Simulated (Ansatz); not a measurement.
The system is SiC (Moissanite).

```
Si C
1.0
     3.07600    0.00000    0.00000
    -1.53800    2.66389    0.00000
     0.00000    0.00000    5.04800
Si C
2 2
Direct
  0.66667 0.33333 0.50000
  0.33333 0.66667 0.00000
  0.66667 0.33333 0.88500
  0.33333 0.66667 0.38500
```

* Program: Ansatz 0.2.0
* Task: relaxation of cell and atoms
* Functional: r2SCAN-EpsX
* Potentials or basis: Ansatz PAW
* Cutoff: 500 eV (not typed: the program's choice for these potentials)
* k mesh: 5 × 5 × 3
* Occupations: fermi-dirac, width 0.05 eV
* Spin: no spin polarisation

At the start: volume 10.34 Å³/atom.

**Question.** Where does the relaxation end?

**Answer.** It ends after 5 steps and the volume is 10.25 Å³/atom (-0.9 %); space group P6_3mc (No. 186, to 0.05 Å).

The path:
| step | energy change (eV) | largest force (eV/Å) | volume (Å³) |
| --- | --- | --- | --- |
| 1 | 0.0000 | 0.7658 | 41.36 |
| 2 | -0.0229 | 0.4150 | 41.17 |
| 3 | -0.0380 | 0.0107 | 41.00 |
| 4 | -0.0380 | 0.0003 | 41.01 |
| 5 | -0.0380 | 0.0003 | 41.01 |

Final structure:
```cif
data_structure
_symmetry_space_group_name_H-M 'P 1'
_symmetry_Int_Tables_number 1
_cell_length_a 3.0680
_cell_length_b 3.0680
_cell_length_c 5.0309
_cell_angle_alpha 90.000
_cell_angle_beta 90.000
_cell_angle_gamma 120.000
_cell_volume 41.01
loop_
_atom_site_label
_atom_site_type_symbol
_atom_site_fract_x
_atom_site_fract_y
_atom_site_fract_z
_atom_site_occupancy
Si1 Si 0.66667 0.33333 0.50444 1
Si2 Si 0.33333 0.66667 0.00444 1
C1 C 0.66667 0.33333 0.88056 1
C2 C 0.33333 0.66667 0.38056 1
```

Caveat: the k mesh is coarse (spacing up to 0.47 Å⁻¹), so the values aren't converged, least of all with exact exchange; the plane-wave basis is chosen anew once the cell has moved, so the energies of steps on either side of that aren't comparable; the PAW data sets come from PBE, with cores solved anew for the run's functional, which leaves a small shift of forces and pressure.
